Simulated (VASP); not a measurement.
Wanted: the native input for a VASP 6.6.1 run.

| Item | Value |
| --- | --- |
| Task | relaxation of cell and atoms |
| Functional | PBEsol |
| Potentials or basis | VASP PAW PBE potentials, release 64 (Hg, Te) |
| Cutoff | 600 eV |
| k mesh | 6 × 6 × 6 |
| Occupations | fermi-dirac, width 0.05 eV |
| Spin | no spin polarisation |
| Ladder | gaps |
| Further INCAR settings | ALGO = Normal; EDIFF = 1e-07; IBRION = 2; EDIFFG = -0.005; NSW = 60; ISIF = 3 |

The structure of HgTe (Coloradoite) lies in POSCAR:

```
HgTe
1.0
    0.0000000000      3.2145000000      3.2145000000
    3.2145000000      0.0000000000      3.2145000000
    3.2145000000      3.2145000000      0.0000000000
Hg Te
1 1
Direct
    0.0000000000      0.0000000000      0.0000000000
    0.7500000000      0.7500000000      0.7500000000
```

One way to write it, as run:

INCAR

```
  ALGO = Normal
  EDIFF = 1E-7
  EDIFFG = -0.005
  ENCUT = 600
  GGA = PS
  IBRION = 2
  ISIF = 3
  ISMEAR = -1
  LASPH = T
  LCHARG = F
  LREAL = F
  LWAVE = F
  NELM = 80
  NSW = 60
  PREC = Accurate
  SIGMA = 0.05
```

KPOINTS

```
k-points
0
Gamma
  6 6 6
```

Potentials or basis: VASP PAW PBE potentials, release 64 (Hg, Te).

Launch:

```console
$ cat potpaw_PBE.64/Hg/POTCAR potpaw_PBE.64/Te/POTCAR > POTCAR
$ mpirun -np 1 vasp_std > vasp.out
```

Results of the run:

```json
{
 "Relaxed volume": "34.64 Å³/atom",
 "Relaxed cell": "a = 4.610 Å, b = 4.610 Å, c = 4.610 Å, α = 60.00°, β = 60.00°, γ = 60.00°",
 "Space group after relaxing (to 0.05 Å)": "F-43m (No. 216)",
 "Energy gained by relaxing": "8.4 meV/atom",
 "Ionic steps": "3",
 "Pressure after relaxing": "0.0 GPa",
 "Band gap on the k mesh": "none (metal or under the smearing width)"
}
```

Caveat: the PAW data sets were made with another functional, which shifts forces and pressure a little.

Wall time 38 s on 1 thread of AMD EPYC 7R13 Processor (Zen 3), on a shared host, peak memory 0.19 GiB.
